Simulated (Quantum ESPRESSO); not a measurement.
Crystal: CoO.

```
Co O
1.0
     2.57053    0.00000    0.00000
     0.00000    2.57053    0.00000
     0.00000    0.00000    2.57053
Co O
1 1
Cartesian
  0.0000 0.0000 0.0000
  1.2853 1.2853 1.2853
```

Measurements of this composition are mostly on another form, of space group No. 225.

Base run:

```yaml
Program: Quantum ESPRESSO 7.5
Functional: PW91
Potentials_or_basis: SPMS 1.0 PBE
Cutoff: 1197 eV
Density_cutoff: 4789 eV
k_mesh: 7 × 7 × 7
Occupations: gaussian, width 0.05 eV
Spin: collinear spin, ferromagnetic start
Starting_moments: "[3.0, 0.0] μB"
Hubbard_terms: Co d U = 2 eV
```

Its results: band gap on the k mesh 0.97 eV, indirect (least direct gap 1.01 eV); pressure 19.5 GPa; net moment 3.00 μB per cell; site moments Co +2.52; O +0.39 μB.

Problem. After a change of settings the same cell gave: band gap on the k mesh 0.70 eV, direct; pressure 9.3 GPa; net moment 3.00 μB per cell; site moments Co +2.51; O +0.40 μB. Which change was it?
A. functional from PW91 to PBE
B. functional from PW91 to PBEsol
C. functional from PW91 to RPBE
D. functional from PW91 to revPBE

Solution. B.

PBEsol binds more tightly than PW91, so the same cell stands under less pressure.

Caveats: the potentials were made for another functional, which shifts forces and pressure; an odd mesh through Γ misses points on the zone boundary, where band edges often lie; a cell with one magnetic atom can't hold antiferromagnetic order, which such compounds often take.
